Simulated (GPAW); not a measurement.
# InP (F-43m) in GPAW: notebook, part 2 of 2

GPAW 26.7.0. The steps go on from the part before.

### 3 Single point, TB-mBJ

Input file run.py:

```python
from ase.dft.bandgap import bandgap
from ase.io import read, write
from gpaw import GPAW, PW

atoms = read('InP.cif')

calc = GPAW(mode=PW(600),
            xc='TB09',
            kpts={'size': (6, 6, 6), 'gamma': True},
            occupations={'name': 'fermi-dirac', 'width': 0.05},
            nbands=18,
            convergence={'density': 1e-05, 'energy': 1e-05},
            eigensolver='cg',
            maxiter=150,
            txt='gpaw.txt')
atoms.calc = calc
energy = atoms.get_potential_energy()
calc.write('gs.gpw')
write('result.traj', atoms)
print('Fermi level:', round(calc.get_fermi_level(), 4), 'eV')
print(f'Gap: {bandgap(calc)[0]:.4f} eV, direct: {bandgap(calc, direct=True)[0]:.4f} eV')
```

Input file InP.cif:

```cif
data_InP
_cell_length_a 4.14435284
_cell_length_b 4.14435284
_cell_length_c 4.14435284
_cell_angle_alpha 60.00000000
_cell_angle_beta 60.00000000
_cell_angle_gamma 60.00000000
_space_group_name_H-M_alt 'P1'
_space_group_name_Hall 'P 1'
_space_group_IT_number 1
loop_
_space_group_symop_operation_xyz
'x,y,z'
loop_
_atom_site_label
_atom_site_type_symbol
_atom_site_symmetry_multiplicity
_atom_site_Wyckoff_symbol
_atom_site_fract_x
_atom_site_fract_y
_atom_site_fract_z
_atom_site_occupancy
In1 In 1 a 0.0000000000 0.0000000000 0.0000000000 1
P1 P 1 a 0.7500000000 0.7500000000 0.7500000000 1
```

Potentials or basis: GPAW PAW data sets for LDA (gpaw-data 1.2.1), pw.

Started as:

```console
OMP_NUM_THREADS=1 python run.py
```

gpaw.txt:

```text
___ ___ ___ _ _ _
 |   |   |_  | | | |
 | | | | | . | | | |
 |__ |  _|___|_____|  26.7.0
 |___|_|

Input parameters:
  convergence: {density: 1e-05,
                energy: 1e-05}
  eigensolver: cg
  kpts: {gamma: True,
         size: (6, 6, 6)}
  maxiter: 150
  mode: {ecut: 600.0,
         name: pw}
  nbands: 18
  occupations: {name: fermi-dirac,
                width: 0.05}
  xc: TB09

System changes: positions, numbers, cell, pbc, initial_charges, initial_magmoms

Initialize ...

species:
  In:
    name:    Indium
    Z:       49.0
    valence: 13
    core:    36
    charge:  0.0  # [|e|]
    compensation charges:
      type: gauss
      rc: 0.36  # [Å]
      lmax: 2
    cutoffs:
      filter: 2.09  # [Å]
      core: 2.48  # [Å]
    projectors
    | kind |    occ | energy [eV] | rcut [Å] |
    |------|--------|-------------|----------|
    |   5s |  2.000 |      -8.474 |    1.185 |
    |   5p |  1.000 |      -2.700 |    1.244 |
    |   4d | 10.000 |     -18.723 |    1.148 |
    |    s |        |      18.738 |    1.185 |
    |    p |        |      24.512 |    1.244 |
    |    d |        |       8.489 |    1.148 |

    Using partial waves for In as LCAO basis

  P:
    name:    Phosphorus
    Z:       15.0
    valence: 5
    core:    10
    charge:  0.0  # [|e|]
    compensation charges:
      type: gauss
      rc: 0.30  # [Å]
      lmax: 2
    cutoffs:
      filter: 1.69  # [Å]
      core: 1.81  # [Å]
    projectors
    | kind |    occ | energy [eV] | rcut [Å] |
    |------|--------|-------------|----------|
    |   3s |  2.000 |     -14.015 |    0.953 |
    |   3p |  3.000 |      -5.596 |    0.953 |
    |    s |        |      13.197 |    0.953 |
    |    p |        |      21.615 |    0.953 |
    |    d |        |       0.000 |    0.953 |

    Using partial waves for P as LCAO basis

Reference energy: -169106.896229  # eV

Spin-paired calculation

Convergence criteria:
 Maximum [total energy] change in last 3 cyles: 1e-05 eV / valence electron
 Maximum integral of absolute [dens]ity change: 1e-05 electrons / valence electron
 Maximum integral of absolute [eigenst]ate change: 4e-08 eV^2 / valence electron
 Maximum number of scf [iter]ations: 150
 (Square brackets indicate name in SCF output, whereas a 'c' in
 the SCF output indicates the quantity has converged.)

Symmetries present (total): 24

  ( 1  0  0)  ( 1  0  0)  ( 1  0 -1)  ( 1  0 -1)  ( 1 -1  0)  ( 1 -1  0)
  ( 0  1  0)  ( 0  0  1)  ( 0  1 -1)  ( 0  0 -1)  ( 0 -1  1)  ( 0 -1  0)
  ( 0  0  1)  ( 0  1  0)  ( 0  0 -1)  ( 0  1 -1)  ( 0 -1  0)  ( 0 -1  1)

  ( 0  1  0)  ( 0  1  0)  ( 0  1 -1)  ( 0  1 -1)  ( 0  0  1)  ( 0  0  1)
  ( 1  0  0)  ( 0  0  1)  ( 1  0 -1)  ( 0  0 -1)  ( 1  0  0)  ( 0  1  0)
  ( 0  0  1)  ( 1  0  0)  ( 0  0 -1)  ( 1  0 -1)  ( 0  1  0)  ( 1  0  0)

  ( 0  0 -1)  ( 0  0 -1)  ( 0 -1  1)  ( 0 -1  1)  ( 0 -1  0)  ( 0 -1  0)
  ( 1  0 -1)  ( 0  1 -1)  ( 1 -1  0)  ( 0 -1  0)  ( 1 -1  0)  ( 0 -1  1)
  ( 0  1 -1)  ( 1  0 -1)  ( 0 -1  0)  ( 1 -1  0)  ( 0 -1  1)  ( 1 -1  0)

  (-1  1  0)  (-1  1  0)  (-1  0  1)  (-1  0  1)  (-1  0  0)  (-1  0  0)
  (-1  0  1)  (-1  0  0)  (-1  1  0)  (-1  0  0)  (-1  1  0)  (-1  0  1)
  (-1  0  0)  (-1  0  1)  (-1  0  0)  (-1  1  0)  (-1  0  1)  (-1  1  0)

216 k-points: 6 x 6 x 6 Monkhorst-Pack grid + [1/12,1/12,1/12]
16 k-points in the irreducible part of the Brillouin zone
       k-points in crystal coordinates                weights
   0:     0.00000000    0.00000000    0.00000000          1/216
   1:     0.16666667    0.16666667    0.00000000          6/216
   2:     0.16666667    0.16666667    0.16666667          8/216
   3:     0.33333333    0.16666667    0.16666667         12/216
   4:     0.33333333    0.33333333   -0.33333333         12/216
   5:     0.33333333    0.33333333    0.00000000          6/216
   6:     0.33333333    0.33333333    0.16666667         24/216
   7:     0.33333333    0.33333333    0.33333333          8/216
   8:     0.50000000    0.33333333   -0.33333333         24/216
   9:     0.50000000    0.33333333   -0.16666667         12/216
          ...
  15:     0.50000000    0.50000000    0.50000000          4/216

Wave functions: Plane wave expansion
  Cutoff energy: 600.000 eV
  Number of coefficients (min, max): 1668, 1694
  Pulay-stress correction: 0.000000 eV/Ang^3 (de/decut=0.000000)
  Using FFTW library
  ScaLapack parameters: grid=1x1, blocksize=None
  Wavefunction extrapolation:
    Improved wavefunction reuse through dual PAW basis

Occupation numbers: Fermi-Dirac:
  width: 0.0500  # eV

Eigensolver
   CG(niter=4, rtol=3.0e-01)

Densities:
  Coarse grid: 24*24*24 grid
  Fine grid: 48*48*48 grid
  Total Charge: 0.000000

Density mixing:
  Method: separate
  Backend: msr1
  Linear mixing parameter: 0.05
  old densities: 10
  Width of damping distribution: 1.1
  Damping of long wavelength oscillations: 20

Hamiltonian:
  XC and Coulomb potentials evaluated on a 48*48*48 grid
  Using the TB09 Exchange-Correlation functional
  External potential:
    NoExternalPotential

XC parameters: TB09 with 2 nearest neighbor stencil

Number of atoms: 2
Number of atomic orbitals: 13
Number of bands in calculation: 18
Number of valence electrons: 18
Bands to converge: occupied

... initialized

Initializing position-dependent things.

Density initialized from atomic densities
Creating initial wave functions:
  13 bands from LCAO basis set
  5 bands from random numbers

                         P

       In

Atomic positions and initial magnetic moments

Positions:
   0 In     0.000000    0.000000    0.000000    ( 0.0000,  0.0000,  0.0000)
   1 P      6.216529    3.589115    2.537887    ( 0.0000,  0.0000,  0.0000)

Unit cell:
           periodic     x           y           z      points  spacing
  1. axis:    yes    4.144353    0.000000    0.000000    24     0.1410
  2. axis:    yes    2.072176    3.589115    0.000000    24     0.1410
  3. axis:    yes    2.072176    1.196372    3.383850    24     0.1410

  Lengths:   4.144353   4.144353   4.144353
  Angles:   60.000000  60.000000  60.000000

Effective grid spacing dv^(1/3) = 0.1538

iter:   1  4788.110565
iter:   2  4787.992522   +1.69  -1.01
iter:   3  4789.667029   +0.75  -0.89
iter:   4  4789.042774   -0.07  -1.20
iter:   5  4790.063514   -0.61  -1.08
iter:   6  4790.769235   -1.13  -1.19
iter:   7  4791.916925   -1.56  -1.22
iter:   8  4793.384313   -1.53  -1.34
iter:   9  4795.446114   -1.52  -1.49
iter:  10  4797.025390   -1.42  -1.79
iter:  11  4796.481104   -2.01  -1.96
[... 12 lines left out ...]
iter:  24  4796.058040   -3.71  -2.98
iter:  25  4796.062783   -4.37  -4.11
iter:  26  4796.063335   -5.02  -4.03
iter:  27  4796.063768   -5.84  -3.95
iter:  28  4796.064087   -6.74  -3.87
iter:  29  4796.065036   -7.14  -3.79
iter:  30  4796.070456   -6.47  -3.62
iter:  31  4796.076898   -6.28  -3.76
iter:  32  4796.080475   -6.41  -3.99
iter:  33  4796.080728   -7.07  -4.12
iter:  34  4796.081565   -7.55c -4.10
iter:  35  4796.083054   -7.40c -4.21
iter:  36  4796.084372   -7.30  -4.33
iter:  37  4796.088680   -6.74  -4.38
iter:  38  4796.086554   -6.68  -4.85
iter:  39  4796.088270   -7.09  -4.77
iter:  40  4796.086806   -7.28  -5.24c
iter:  41  4796.087402   -7.51c -5.16c
iter:  42  4796.086984   -8.00c -5.14c
iter:  43  4796.087998   -7.94c -5.06c
iter:  44  4796.088154   -7.99c -5.77c
iter:  45  4796.088904   -8.20c -5.69c
iter:  46  4796.088219   -7.95c -5.61c
iter:  47  4796.088614   -8.15c -5.53c
iter:  48  4796.088611   -8.68c -5.62c
iter:  49  4796.088598c  -8.98c -6.19c

Converged after 49 iterations.

Dipole moment: (3.565866, 2.058753, 1.455759) |e|*Ang

Energy contributions relative to reference atoms: (reference = -169106.896229)

Kinetic:        +48.853219
Potential:      -43.550348
External:        +0.000000
XC:            +4791.005955
Entropy (-ST):   -0.000000
Local:           -0.220227
SIC:             +0.000000
--------------------------
Free energy:   +4796.088598
Extrapolated:  +4796.088598

Showing only first 2 kpts
 Kpt  Band  Eigenvalues  Occupancy
  0     7      4.85617    2.00000
  0     8      4.85618    2.00000
  0     9      6.51558    0.00000
  0    10      9.44092    0.00000

  1     7      4.11317    2.00000
  1     8      4.11318    2.00000
  1     9      8.16602    0.00000
  1    10      8.59134    0.00000

Fermi level: 5.70950

Gap: 1.659 eV
Transition (v -> c):
  (s=0, k=0, n=8, [0.00, 0.00, 0.00]) -> (s=0, k=0, n=9, [0.00, 0.00, 0.00])
No difference between direct/indirect transitions
Writing to gs.gpw (mode='')
```

It took 43 s on 1 thread of Arm Neoverse V2, shared host; peak memory 0.27 GiB.

What came out:

- Band gap on the k mesh: 1.66 eV, direct

Caveat: a model potential gives levels but no total energy; spin-orbit coupling is left out, which moves the levels of the heavy elements.

### 4 How close it comes

Step 2. Against the measured gap of InP, 1.4236 eV (direct; 1.6 K; a printed reference work, data compilation), the calculated 0.70 eV is off by -0.73 eV. Spin-orbit coupling on In is left out. The value is that of PBE, without temperature or zero-point motion. Semilocal functionals fall short of measured gaps as a rule.

Step 3. Measured gap of InP: 1.4236 eV (direct; 1.6 K; a printed reference work, data compilation). This calculation gives 1.66 eV (+0.24 eV). Spin-orbit coupling on In is left out. The value is that of TB-mBJ, without temperature or zero-point motion.
